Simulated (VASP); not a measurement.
Set up this calculation in VASP 6.6.1, as the native input.

```
Task                   : band structure
Functional             : PBEsol
Potentials or basis    : VASP PAW PBE potentials, release 64 (Br)
Cutoff                 : 520 eV
k mesh                 : 8 × 8 × 4
Occupations            : gaussian, width 0.02 eV
Spin                   : no spin polarisation
Ladder                 : gaps
Further INCAR settings : ALGO = Fast; EDIFF = 1e-06
```

The structure of Br lies in POSCAR:

```
Br
1.0
    3.3632500000     -2.3225500000      0.0000000000
    3.3632500000      2.3225500000      0.0000000000
    0.0000000000      0.0000000000      8.7023000000
Br
4
Direct
    0.3651000000      0.6349000000      0.3901000000
    0.1349000000      0.8651000000      0.8901000000
    0.6349000000      0.3651000000      0.6099000000
    0.8651000000      0.1349000000      0.1099000000
```

These files were run (other wordings do the same):

INCAR

```
SYSTEM = Br
ALGO = Fast
EDIFF = 1E-6
ENCUT = 520
GGA = PS
ISIF = 2
ISMEAR = 0
LASPH = .True.
LCHARG = .False.
LREAL = .False.
LWAVE = .False.
NELM = 80
PREC = Accurate
SIGMA = 0.02
```

KPOINTS

```
k-points
0
Gamma
  8 8 4
  0 0 0
```

KPOINTS_OPT

```
path GXSRAZGYX1A1TY,ZT
20
line-mode
reciprocal
 0.0000000000  0.0000000000  0.0000000000  G
 0.3692207505 -0.3692207505  0.0000000000  X

 0.3692207505 -0.3692207505  0.0000000000  X
 0.0000000000 -0.5000000000  0.0000000000  S

 0.0000000000 -0.5000000000  0.0000000000  S
 0.0000000000 -0.5000000000 -0.5000000000  R

 0.0000000000 -0.5000000000 -0.5000000000  R
 0.3692207505 -0.3692207505 -0.5000000000  A

 0.3692207505 -0.3692207505 -0.5000000000  A
 0.0000000000  0.0000000000 -0.5000000000  Z

 0.0000000000  0.0000000000 -0.5000000000  Z
 0.0000000000  0.0000000000  0.0000000000  G

 0.0000000000  0.0000000000  0.0000000000  G
-0.5000000000 -0.5000000000  0.0000000000  Y

-0.5000000000 -0.5000000000  0.0000000000  Y
-0.3692207505 -0.6307792495  0.0000000000  X1

-0.3692207505 -0.6307792495  0.0000000000  X1
-0.3692207505 -0.6307792495 -0.5000000000  A1

-0.3692207505 -0.6307792495 -0.5000000000  A1
-0.5000000000 -0.5000000000 -0.5000000000  T

-0.5000000000 -0.5000000000 -0.5000000000  T
-0.5000000000 -0.5000000000  0.0000000000  Y

 0.0000000000  0.0000000000 -0.5000000000  Z
-0.5000000000 -0.5000000000 -0.5000000000  T
```

Potentials or basis: VASP PAW PBE potentials, release 64 (Br).

Launch:

```bash
$ cat potpaw_PBE.64/Br/POTCAR > POTCAR
$ mpirun -np 1 vasp_std > vasp.out
```

Results of the run:

The pressure is 0.2 GPa and the largest force is 0.750 eV/Å. The band gap on the k mesh is 1.81 eV, indirect (least direct gap 1.86 eV). The band gap along the path is 1.79 eV, indirect (least direct gap 1.84 eV).

Caveat: the PAW data sets were made with another functional, which shifts forces and pressure a little.

Run time: 3.8 min on 1 thread of Intel(R) Xeon(R) Platinum 8488C (Sapphire Rapids) (shared host), peak memory 0.38 GiB.
